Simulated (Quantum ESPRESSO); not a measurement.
Runs of Quantum ESPRESSO 7.5 on Pt. The structure is cubic, space group Fm-3m (No. 225). Conventional cell: a = 3.922 Å, b = 3.922 Å, c = 3.922 Å, α = 90.00°, β = 90.00°, γ = 90.00°. Pt (site symmetry m-3m) is surrounded by 12 Pt at 2.77 Å. 

```csv
task,level,potentials or basis,U,cell,k mesh,cutoff (eV),smearing,mixing beta,SCF threshold,q mesh,start of the occupations,hubbard projectors,gap on the mesh (eV),pressure (GPa),V0 of scaled cells (Å³/atom),B0 (GPa)
band structure,PBE,PseudoDojo 0.4.1 SR PBE standard,-,as given,12 × 12 × 12,1143,fermi-dirac 0.05 eV,0.5,2e-10 Ry,-,-,-,none,(c),-,-
single point,PBE,SSSP 1.3 efficiency PBE,-,as given,12 × 12 × 12,748,fermi-dirac 0.05 eV,0.5,2e-10 Ry,-,-,-,none,(a),-,-
phonons,PBE,JTH 2.0 PBE,-,relaxed,12 × 12 × 12,490,gaussian 0.136 eV,0.5,2e-10 Ry,-,-,-,none,-0.1,-,-
equation of state,PBE,Ansatz NC SR PBE,-,as given,12 × 12 × 12,1143,fermi-dirac 0.05 eV,0.5,2e-10 Ry,-,-,-,-,-,15.66,248
phonon dispersion,PBE,GBRV 1.5 PBE,-,relaxed,10 × 10 × 10,612,cold 0.2 eV,0.5,2e-10 Ry,2 × 2 × 2,-,-,none,0.1,-,-
equation of state,PBE,SSSP 1.3 efficiency PBE,-,as given,12 × 12 × 12,748,fermi-dirac 0.05 eV,0.5,2e-10 Ry,-,-,-,-,-,15.62,250
Hubbard U by linear response,LDA+U,JTH 2.0 LDA,Pt d U = 0.0001 eV,as given,10 × 10 × 10,490,methfessel-paxton 0.136 eV,0.3,2e-10 Ry,2 × 2 × 2,default,ortho-atomic,none,(b),-,-
band structure,r2SCAN,SG15 PBE 1.2,-,as given,9 × 9 × 9,952,fermi-dirac 0.05 eV,0.5,1e-08 Ry,-,-,-,none,3.6,-,-
```

Alike in all rows: no spin polarisation.

Task: Estimate the missing entries.

Result: (a) 9.4; (b) -5.9; (c) 9.7.

Caveats: the cutoff is low for these files, which shifts pressure and relaxed volume (some runs); the mesh is thin for the phonons of a metal (some runs); the computed U isn't converged in cell size (some runs); U without spin polarisation on a metal has little footing (some runs); the U is typed as a test and isn't derived for this compound (some runs); the potentials were made for another functional, which shifts forces and pressure (some runs).

A k mesh can miss the band edges, and the runs leave out spin-orbit coupling on Pt.

A gap of «none» marks a metal or a gap under the smearing width.

Not every run made on this cell is shown here.
